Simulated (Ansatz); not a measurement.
The cell is COD entry 9008459, as deposited and not checked against the literature; nothing was relaxed.

A run of Ansatz 0.2.0 printed the following.

```
Ag: projections on atomic orbitals take those of the free atom 1s2 2s2 2p6 3s2 3p6 3d10 4s2 4p6 4d10 5s1, of charge +0.00 (hamiltonian.pseudopotentials.projection_atoms)
LAPW: plane waves up to 7.941 Å⁻¹, error target 1.0e-3 eV per atom; small_component_spin mean_spin; Ag in spheres of 1.445 Å, 19 of its electrons in bands, Dirac shells []
Engine: ansatz 0.2.0
Pseudopotentials: kind: all_electron
Pseudopotential: Ag, LAPW, valence charge 19, Koelling and Harmon's equation, gaussian nucleus
Functional definition: PBE
  parameter kappa = 0.804
  parameter beta = 0.06672455060314922
  exchange = pbe_x(kappa = kappa, mu = beta*pi^2/3)
  correlation = pbe_c(beta = beta)
Crystal: 1 atoms, lattice volume = 17.057 Å³
Basis set: ecut = 240.26136663538136 eV, 137 PW (Γ), exchange–correlation at level 2
Bands: 14, of which v1, the nominal top of the filled ones, is band 10 counted from 1 (9 counted from 0)
Symmetry: 48 space group operations
Space group: Fm-3m (ITA 225), of the structure as read, at distance tolerance 2.6e-5 Å
k-points: 120 of 3375
Non-local potential: Ag, projectors of the file, none
Initial density: superposition of atomic densities (chi_scale 0.1, normalization cell)
Initial wavefunctions: plane waves of lowest kinetic energy (no species holds an atomic orbital)
Functional: x = pbe(κ = 0.804, μ = 0.2195149727645171), c = pbe(β = 0.06672455060314922)
iter 1 solved again at ethr=2.08e-4 eV; its pass at ethr=1.00e-1 eV (dr2=3.94e-2 eV) is discarded
SCF iter   1: F=—  HF=-144656.529000 eV  |F-HF|=—  |Δ(HF+E_count)|=         —  Δρ=1.98e-2  dr2=3.97e-2  ethr=2.08e-4  ⟨swp⟩=3.0  Hψ=12479  notcnv=0
preconditioner: auto → none  [metal: Δε(μ)=0.057 eV  Ē_g=15.688 eV  σ=0.050 eV  W_gap=0.28  n_scr=8 (ndim 8)  ℏωp=29.8 eV  f_vac=0.000  D(μ)=0.39/eV (n_scr^D=0)  sad-step TF]
iter 2 solved again at ethr=9.44e-6 eV; its pass at ethr=2.08e-4 eV (dr2=1.79e-3 eV) is discarded
SCF iter   2: F=—  HF=-144656.335935 eV  |F-HF|=—  |Δ(HF+E_count)|=   1.93e-1  Δρ=3.33e-3  dr2=1.80e-3  ethr=9.44e-6  ⟨swp⟩=2.0  Hψ=8544  notcnv=0
SCF iter   3: F=—  HF=-144656.289067 eV  |F-HF|=—  |Δ(HF+E_count)|=   4.69e-2  Δρ=4.39e-3  dr2=2.33e-3  ethr=9.44e-6  ⟨swp⟩=3.0  Hψ=5416  notcnv=0
SCF iter   4: F=—  HF=-144656.287763 eV  |F-HF|=—  |Δ(HF+E_count)|=   1.30e-3  Δρ=7.00e-4  dr2=6.14e-5  ethr=9.44e-6  ⟨swp⟩=2.0  Hψ=4520  notcnv=0
SCF iter   5: F=—  HF=-144656.287792 eV  |F-HF|=—  |Δ(HF+E_count)|=   2.99e-5  Δρ=3.25e-5  dr2=1.33e-7  ethr=3.23e-7  ⟨swp⟩=2.1  Hψ=4533  notcnv=0
SCF iter   6: F=-144656.287792 eV  HF=-144656.287792 eV  |F-HF|=1.36e-8  |Δ(HF+E_count)|=   1.84e-7  Δρ=5.53e-6  dr2=2.81e-9  ethr=7.01e-10  ⟨swp⟩=3.0  Hψ=4990  notcnv=0
SCF 1 converged in 6 iterations: F = -144656.287792 eV  dr2 = 2.81e-9
NSCF: frozen V_eff on 99 k-points
SCF converged after 6 iterations
Free energy (F): -144656.287792 eV
Harris-Foulkes:  -144656.287792 eV  (|F-HF|=1.36e-8)
Internal energy: -144656.284312 eV  (E = F + TS)
E sigma→0 (E₀):  -144656.286052 eV
Entropy (-TS):   -0.003480 eV (-3.480 meV/atom)
Fermi energy:    18.942737 eV
--- Per-component energies (eV) ---
  E_band       = -206.986545
  E_kinetic    = 151249.024784
  E_xc         = -4066.810536
  E_electrostatic = -291838.498561  (all electrons and nuclei)
  E_smearing   = -0.003480  (= −TS)
  E_closure    = 0.000000  (closes the sum)
  E_atoms      = -144653.584547  (free atoms, spherical and without spin; not in F)
  Σ components = -144656.287792   (vs F -144656.287792, Δ=0.00e0)
  Basis errors (estimates in eV, not in F): energy 1.8e-4 per atom: plane waves 1.7e-4 (1.2e-4 summed), levels above the bands 1.1e-149, relativity 5.4e-8, radial functions 6.7e-6, core shells 4.8e-7; eigenvalues (radial functions only) 7.6e-6; not estimated: angular momenta, meshes, grids; target (lapw.basis_error) 1.0e-3; muffin-tin radii Ag 1.445 Å
--- Forces (eV/Å), atoms counted from 1 ---
  atom   1  Ag     0.00000000    -0.00000000    -0.00000000
  max |Σ_I F_I| component: 2.55e-31 eV/Å
--- Stress (GPa, compression-positive) ---
        4.542204       0.000000      -0.000000
        0.000000       4.542204      -0.000000
       -0.000000      -0.000000       4.542204
  P = ⅓ Tr σ = 4.5422 GPa (45.422 kbar)
--- Band table (eV; the first three rows and the last of 120) ---
  k-point 0: bands = ["-73.1826", "-36.5699", "-36.5699", "-36.5699", "11.0144", "14.0043", "14.0043", "14.0043", "15.0418", "15.0418", "34.6701", "38.2502", "38.2502", "38.2502"]
  k-point 1: bands = ["-73.1818", "-36.5771", "-36.5710", "-36.5710", "11.1535", "13.9723", "14.0427", "14.0427", "15.0271", "15.0271", "34.6946", "37.1528", "38.3136", "38.3136"]
  k-point 2: bands = ["-73.1797", "-36.5972", "-36.5740", "-36.5740", "11.5471", "13.9091", "14.1350", "14.1350", "15.0063", "15.0063", "34.0579", "35.7348", "38.4558", "38.4558"]
  k-point 119: bands = ["-73.1597", "-36.6833", "-36.6760", "-36.6318", "13.1172", "13.5751", "13.8911", "15.0569", "16.0161", "24.4075", "24.4133", "26.0645", "27.5482", "40.3033"]
--- Löwdin populations: 1 site ---
  site symbol       q [e]
     0     Ag     46.8775
  spilling = 0.002606 (of n_electrons = 47.000000)
```

The cell and starting positions:

```
CELL_PARAMETERS angstrom
0.00000 2.04310 2.04310
2.04310 0.00000 2.04310
2.04310 2.04310 0.00000
ATOMIC_POSITIONS crystal
Ag 0.00000 0.00000 0.00000
```

Parts of the input that the log doesn't repeat:

```yaml
  band_path:
    path:
      - [0.0, 0.0, 0.0]
      - [0.5, 0.0, 0.5]
      - [0.625, 0.25, 0.625]
      - [0.375, 0.375, 0.75]
      - [0.0, 0.0, 0.0]
      - [0.5, 0.5, 0.5]
      - [0.5, 0.25, 0.75]
      - [0.5, 0.0, 0.5]
    npoints: 14
output:
  forces: true
  stress: true
  eigenvalues: true
  populations: true
  dos: { projected: true, de: 0.2, e_range: [-14, 8] }
```

Q: Write the input that produced this log.

A: 
```yaml
crystal:
  lattice:
    - [0.0, 2.0431, 2.0431]
    - [2.0431, 0.0, 2.0431]
    - [2.0431, 2.0431, 0.0]
  atoms:
    - { symbol: Ag, position: [0.0, 0.0, 0.0] }
kpoints:
  mp_grid: { grid: [15, 15, 15] }
  band_path:
    path:
      - [0.0, 0.0, 0.0]
      - [0.5, 0.0, 0.5]
      - [0.625, 0.25, 0.625]
      - [0.375, 0.375, 0.75]
      - [0.0, 0.0, 0.0]
      - [0.5, 0.5, 0.5]
      - [0.5, 0.25, 0.75]
      - [0.5, 0.0, 0.5]
    npoints: 14
scf:
  occupations: { method: fermi_dirac, width: 0.05 }
hamiltonian:
  xc: pbe
  pseudopotentials: { kind: all_electron, lapw: { basis_error: 0.001 } }
output:
  forces: true
  stress: true
  eigenvalues: true
  populations: true
  dos: { projected: true, de: 0.2, e_range: [-14, 8] }
```
This is the input that was run; digits and keys that the log doesn't show could differ in an equivalent one.
